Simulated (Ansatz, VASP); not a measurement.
# Two plane-wave programs on FePt (Tetraferroplatinum)

```
CELL_PARAMETERS angstrom
2.72879 0.00000 0.00000
0.00000 2.72879 0.00000
0.00000 0.00000 3.76650
ATOMIC_POSITIONS crystal
Fe 0.00000 0.00000 0.00000
Pt 0.50000 0.50000 0.50000
```

Alike in both runs: task single point; functional PBE; k mesh 16 × 16 × 12; occupations gaussian, width 0.1 eV; collinear spin.

```csv
,VASP,Ansatz
version,VASP 6.6.1,Ansatz 0.2.0
potentials or method,"VASP PAW PBE potentials, release 64 (Fe, Pt)","scalar-relativistic, plane waves, PAW"
plane-wave cutoff (eV),520,420
valence electrons in the cell,18,34
```

```csv
,VASP,Ansatz,Ansatz less VASP
gap on the k mesh at the Fermi level (eV),none,none,-
pressure (GPa),-0.4,0.0,+0.43
largest component of the traceless stress (GPa),0.07,0.01,-0.055
net moment per atom (μB),1.64,1.65,+0.003
size of the moment on the site where the two differ most (μB),0.32,0.38,+0.057
```

Site moments also hang on the region over which each program counts them. A gap of «none» marks a metal or a gap that the smearing closes. The two sets of potentials don't hold the same shells in valence. Ansatz warned: «stability_check_not_made».

Spin-orbit coupling is left out, which matters for the levels of Pt.
